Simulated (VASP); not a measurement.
BN: relaxation of cell and atoms with revPBE+D3(BJ)

BN:

```xyz
2
Lattice="0.0000 1.8130 1.8130 1.8130 0.0000 1.8130 1.8130 1.8130 0.0000" Properties=species:S:1:pos:R:3 pbc="T T T"
N     0.9065    0.9065    0.9065
B     0.0000    0.0000    0.0000
```

The cell is a database's computed one.

| Item | Value |
| --- | --- |
| Program | VASP 6.6.1 |
| Task | relaxation of cell and atoms |
| Functional | revPBE |
| Dispersion | D3(BJ) |
| Potentials or basis | VASP PAW PBE potentials, release 64 (N, B) |
| Cutoff | 600 eV |
| k mesh | 13 × 13 × 13 |
| Occupations | fermi-dirac, width 0.05 eV |
| Spin | no spin polarisation |
| Further INCAR settings | ALGO = Normal; EDIFF = 1e-06; IBRION = 2; EDIFFG = -0.005; NSW = 40; ISIF = 3 |

```yaml
Relaxed_volume: 5.84 Å³/atom
Relaxed_cell: a = 2.547 Å, b = 2.547 Å, c = 2.547 Å, α = 60.00°, β = 60.00°, γ = 60.00°
Space_group_after_relaxing_to_0.05_Å: F-43m (No. 216)
Energy_gained_by_relaxing: 2.8 meV/atom
Ionic_steps: 3
Pressure_after_relaxing: 0.0 GPa
Band_gap_on_the_k_mesh: 4.56 eV, indirect (least direct gap 8.92 eV)
Dispersion_energy_per_atom: -0.436 eV
```

Step by step:
| step | energy change (eV) | largest force (eV/Å) | pressure (GPa) | volume (Å³) |
| --- | --- | --- | --- | --- |
| 1 | 0.0000 | 0.0000 | -7.38 | 11.92 |
| 2 | 0.0001 | 0.0000 | 7.95 | 11.45 |
| 3 | -0.0056 | 0.0000 | -0.01 | 11.68 |

Final structure:
```
N B
1.0
     0.00000    1.80096    1.80096
     1.80096    0.00000    1.80096
     1.80096    1.80096    0.00000
N B
1 1
Cartesian
  0.9005 0.9005 0.9005
  0.0000 0.0000 0.0000
```

Levels at points of the mesh, in eV from the valence-band top:
| k point | band 2 | band 3 | band 4 | band 5 | band 6 | band 7 |
| --- | --- | --- | --- | --- | --- | --- |
| (0.00, 0.00, 0.00) | 0.00 | 0.00 | 0.00 | 8.92 | 8.92 | 8.92 |

Run time: 13 s on 1 thread of Intel(R) Xeon(R) Platinum 8375C CPU @ 2.90GHz (Ice Lake) (shared host), peak memory 0.14 GiB.

Caveat: the PAW data sets were made with another functional, which shifts forces and pressure a little; an odd mesh through Γ misses points on the zone boundary, where band edges often lie. As with any semilocal functional, this revPBE gap is likely too small.
